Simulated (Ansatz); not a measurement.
## Band table of Se (diamond type)

```
Se
1.0
     0.00000    2.33251    2.33251
     2.33251    0.00000    2.33251
     2.33251    2.33251    0.00000
Se
2
Direct
  0.87500 0.87500 0.87500
  0.12500 0.12500 0.12500
```

The cell comes from a relaxation on PAW files under the same functional, begun from a prototype that needn't be the stable phase.

Level of theory: DFT with PBE, scalar-relativistic, in Ansatz 0.2.0; a Γ-centred 11×11×11 k mesh, Fermi–Dirac smearing of 0.1 eV, no spin polarisation. LAPW: all electrons, basis error target 1 meV/atom.

This run: volume at 0.4 of the series' base cell.

Path points, in fractions of the reciprocal vectors: Γ (0.000, 0.000, 0.000), X (0.500, 0.000, 0.500), U (0.625, 0.250, 0.625), K (0.375, 0.375, 0.750), L (0.500, 0.500, 0.500), W (0.500, 0.250, 0.750). The distance column jumps between branches of the path. Levels in eV from the Fermi level; bands 19 to 27, counted from the lowest band of the run. The gap is zero, the pressure 212.3 GPa.

```
# k(1/Å) point b19 b20 b21 b22 b23 b24 b25 b26 b27
0.000 Γ -24.56 -6.82 -6.82 -6.82 -3.83 -2.51 -2.51 -2.51 4.74
0.168 - -24.47 -7.69 -7.18 -7.18 -3.00 -2.72 -2.03 -2.03 5.15
0.337 - -24.19 -9.27 -7.95 -7.95 -3.22 -1.67 -0.90 -0.90 4.62
0.505 - -23.72 -10.95 -8.79 -8.79 -3.80 -0.97 0.54 0.54 4.05
0.673 - -23.07 -12.64 -9.55 -9.55 -4.30 -1.44 2.13 2.13 4.93
0.842 - -22.25 -14.30 -10.18 -10.18 -4.67 -2.39 3.79 3.79 6.56
1.010 - -21.26 -15.90 -10.64 -10.64 -4.84 -3.31 5.47 5.47 8.39
1.179 - -20.11 -17.41 -10.92 -10.92 -4.80 -4.04 7.06 7.06 10.18
1.347 X -18.83 -18.83 -11.01 -11.01 -4.54 -4.54 7.91 7.91 11.61
1.406 - -18.83 -18.81 -11.07 -11.00 -4.53 -4.43 7.82 7.82 10.88
1.466 - -18.86 -18.77 -11.23 -10.97 -4.50 -4.13 7.56 7.58 10.10
1.525 - -18.90 -18.70 -11.47 -10.92 -4.45 -3.67 7.17 7.22 9.33
1.585 - -18.97 -18.61 -11.74 -10.85 -4.38 -3.08 6.71 6.80 8.59
1.644 - -19.06 -18.49 -12.02 -10.77 -4.29 -2.38 6.20 6.34 7.87
1.704 - -19.18 -18.34 -12.28 -10.66 -4.19 -1.61 5.66 5.87 7.17
1.764 - -19.33 -18.16 -12.49 -10.54 -4.07 -0.78 5.12 5.40 6.49
1.823 U -19.51 -17.96 -12.66 -10.40 -3.93 0.11 4.58 4.94 5.84
2.648 K -19.51 -17.96 -12.66 -10.40 -3.93 0.11 4.58 4.94 5.84
2.826 - -20.25 -17.19 -12.79 -9.89 -3.45 2.91 3.02 3.65 4.10
3.005 - -21.15 -16.18 -12.43 -9.29 -2.93 1.60 2.38 2.63 5.27
3.184 - -22.09 -14.93 -11.67 -8.64 -2.53 0.37 1.02 1.99 4.57
3.362 - -22.93 -13.46 -10.65 -8.01 -2.42 -0.66 -0.13 1.76 4.29
3.541 - -23.63 -11.77 -9.46 -7.48 -2.58 -1.46 -1.07 1.42 4.49
3.719 - -24.14 -9.91 -8.25 -7.11 -2.86 -2.05 -1.80 0.06 5.18
3.898 - -24.46 -8.00 -7.24 -6.89 -3.23 -2.40 -2.31 -1.78 5.20
4.076 Γ -24.56 -6.82 -6.82 -6.82 -3.83 -2.51 -2.51 -2.51 4.74
4.222 - -24.49 -7.74 -6.95 -6.95 -3.41 -2.34 -2.34 -2.12 5.05
4.368 - -24.28 -9.40 -7.25 -7.25 -3.44 -1.90 -1.90 -0.70 5.85
4.514 - -23.94 -11.14 -7.63 -7.63 -3.73 -1.39 -1.39 1.01 5.66
4.660 - -23.47 -12.81 -8.00 -8.00 -4.05 -0.98 -0.98 2.71 5.73
4.805 - -22.90 -14.35 -8.31 -8.31 -4.33 -0.76 -0.76 4.27 6.34
4.951 - -22.27 -15.67 -8.54 -8.54 -4.54 -0.71 -0.71 5.03 7.08
5.097 - -21.72 -16.65 -8.68 -8.68 -4.67 -0.73 -0.73 5.04 8.61
5.243 L -21.47 -17.04 -8.73 -8.73 -4.72 -0.74 -0.74 5.00 9.77
5.362 - -21.43 -17.03 -9.13 -8.81 -4.32 -0.82 -0.56 5.16 8.83
5.481 - -21.28 -17.01 -10.00 -9.05 -3.51 -0.98 0.02 5.39 7.46
5.600 - -21.04 -17.00 -10.92 -9.43 -2.71 -1.08 1.04 5.12 6.16
5.719 - -20.72 -17.05 -11.71 -9.92 -2.03 -1.05 2.37 4.33 5.05
5.838 - -20.30 -17.24 -12.25 -10.48 -1.40 -0.85 3.08 3.39 4.93
5.957 - -19.81 -17.60 -12.46 -11.06 -0.76 -0.47 2.37 2.44 6.46
6.076 - -19.26 -18.10 -12.38 -11.61 -0.06 0.05 1.51 1.54 8.24
6.195 W -18.67 -18.67 -12.07 -12.07 0.70 0.70 0.73 0.73 9.75
6.279 - -18.68 -18.68 -12.03 -12.03 -0.31 -0.31 1.79 1.79 9.76
6.364 - -18.70 -18.70 -11.94 -11.94 -1.26 -1.26 2.90 2.90 9.77
6.448 - -18.72 -18.72 -11.78 -11.78 -2.14 -2.14 4.03 4.03 9.79
6.532 - -18.75 -18.75 -11.59 -11.59 -2.92 -2.92 5.16 5.16 9.85
6.616 - -18.78 -18.78 -11.38 -11.38 -3.58 -3.58 6.23 6.23 9.99
6.700 - -18.81 -18.81 -11.19 -11.19 -4.10 -4.10 7.13 7.13 10.29
6.785 - -18.82 -18.82 -11.06 -11.06 -4.42 -4.42 7.72 7.72 10.87
6.869 X -18.83 -18.83 -11.01 -11.01 -4.54 -4.54 7.91 7.91 11.61
```
